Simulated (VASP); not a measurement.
SrO in VASP 6.6.1, single-point calculation

INCAR

```
LCHARG = .FALSE.
NSW = 0
METAGGA = R2SCAN
ALGO = Normal
LREAL = .FALSE.
LWAVE = .FALSE.
NELM = 70
IBRION = -1
PREC = Medium
SIGMA = 0.01
ENCUT = 520
ISIF = 2
LASPH = .TRUE.
ISMEAR = 0
NBANDS = 15
LMAXMIX = 4
EDIFF = 1E-7
```

KPOINTS

```
KPOINTS created by Atomic Simulation Environment
0
Gamma
8 8 8
0 0 0
```

POSCAR

```
Sr O
 1.0000000000000000
     0.0000000000000000    2.5798923258751905    2.5798923258751905
     2.5798923258751905    0.0000000000000000    2.5798923258751905
     2.5798923258751905    2.5798923258751905    0.0000000000000000
 Sr  O
   1   1
Cartesian
 -0.0000000000000000 -0.0000000000000000 -0.0000000000000000
  2.5798923258751905  2.5798923258751905  2.5798923258751905
```

The recommended PBE PAW datasets give the neutral cell 16 valence electrons.

Command

```
mpirun -np 1 vasp_std
```

Task: Predict the outcome of this run.

Result: It converged. Results: gap between bands v and c on the k mesh 3.75 eV; least direct gap on the k mesh 3.84 eV; pressure 0.5 GPa. Band v is the last that the valence electrons fill when counted band by band, and c is the next.

OSZICAR

```
N       E                     dE             d eps       ncg     rms          rms(c)
DAV:   1     0.481933728545E+02    0.48193E+02   -0.86342E+03   870   0.107E+03
DAV:   2    -0.313525993025E+02   -0.79546E+02   -0.73154E+02  1180   0.228E+02
DAV:   3    -0.346570396637E+02   -0.33044E+01   -0.32817E+01  1163   0.406E+01
DAV:   4    -0.347195632559E+02   -0.62524E-01   -0.62517E-01  1014   0.557E+00
DAV:   5    -0.347212881754E+02   -0.17249E-02   -0.17249E-02  1074   0.700E-01    0.162E+01
DAV:   6    -0.269131207070E+02    0.78082E+01   -0.45191E+00  1206   0.168E+01    0.149E+01
DAV:   7    -0.270391216105E+02   -0.12600E+00   -0.18070E-01   877   0.383E+00    0.847E+00
DAV:   8    -0.270582777016E+02   -0.19156E-01   -0.88885E-02   884   0.314E+00    0.785E-01
DAV:   9    -0.270550140916E+02    0.32636E-02   -0.16593E-02  1108   0.121E+00    0.246E-01
DAV:  10    -0.270551248063E+02   -0.11071E-03   -0.16017E-03   926   0.401E-01    0.124E-01
DAV:  11    -0.270552943877E+02   -0.16958E-03   -0.32692E-04   870   0.177E-01    0.688E-02
DAV:  12    -0.270552980745E+02   -0.36868E-05   -0.24042E-05  1136   0.399E-02    0.195E-02
DAV:  13    -0.270552941624E+02    0.39121E-05   -0.92058E-06  1052   0.298E-02    0.119E-02
DAV:  14    -0.270552926676E+02    0.14948E-05   -0.82078E-07  1045   0.823E-03    0.401E-03
DAV:  15    -0.270552922863E+02    0.38128E-06   -0.91231E-08   548   0.275E-03    0.245E-03
DAV:  16    -0.270552923763E+02   -0.89919E-07   -0.33672E-08   456   0.165E-03
   1 F= -.27055292E+02 E0= -.27055292E+02  d E =-.741548E-23
```

For comparison, a separate r²SCAN run of the intended cell, on usual settings and not on those above, gives a gap of 3.75 eV on its mesh and a pressure of 0.5 GPa.
